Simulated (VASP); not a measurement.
Input of a VASP 6.6.1 run:

File INCAR:

```
  PREC = Accurate
  ENCUT = 600
  EDIFF = 1E-6
  ISMEAR = 0
  SIGMA = 0.03
  LREAL = F
  LASPH = T
  NELM = 80
  ALGO = Normal
  ISIF = 3
  LWAVE = F
  LCHARG = F
  GGA = PS
  IBRION = 2
  NSW = 90
  EDIFFG = -0.01
  KPAR = 2
```

File KPOINTS:

```
regular mesh
0
Gamma
  7 7 7
```

Contents of POSCAR:

```
Bi2Te3
1.0
    2.1930000000      1.2661291403     10.1656666667
   -2.1930000000      1.2661291403     10.1656666667
    0.0000000000     -2.5322582807     10.1656666667
Bi Te
2 3
Direct
    0.4000000000      0.4000000000      0.4000000000
    0.6000000000      0.6000000000      0.6000000000
    0.0000000000      0.0000000000      0.0000000000
    0.2095000000      0.2095000000      0.2095000000
    0.7905000000      0.7905000000      0.7905000000
```

Potentials or basis: VASP PAW PBE potentials, release 64 (Bi_d, Te).

Command:

```sh
$ cat potpaw_PBE.64/Bi_d/POTCAR potpaw_PBE.64/Te/POTCAR > POTCAR
$ mpirun -np 2 vasp_std > vasp.out
```

Question: Estimate the space group after relaxing (to 0.05 Å).

Answer: R-3m (No. 166).

Question: Estimate the relaxed cell.

Answer: a = 10.396 Å, b = 10.396 Å, c = 10.396 Å, α = 24.34°, β = 24.34°, γ = 24.34°.

Question: Predict the band gap on the k mesh.

Answer: 0.20 eV, direct.

Question: Predict the relaxed volume.

Answer: 33.55 Å³/atom.

Final structure:
```
Bi Te
1.0
     2.19139    1.26520   10.08385
    -2.19139    1.26520   10.08385
     0.00000   -2.53040   10.08385
Bi Te
2 3
Direct
  0.39997 0.39997 0.39997
  0.60003 0.60003 0.60003
  0.00000 0.00000 0.00000
  0.20964 0.20964 0.20964
  0.79036 0.79036 0.79036
```

Caveat: the PAW data sets were made with another functional, which shifts forces and pressure a little; spin-orbit coupling is left out, which as a rule narrows the gap of such compounds by several tenths of an eV; an odd mesh through Γ misses points on the zone boundary, where band edges often lie.
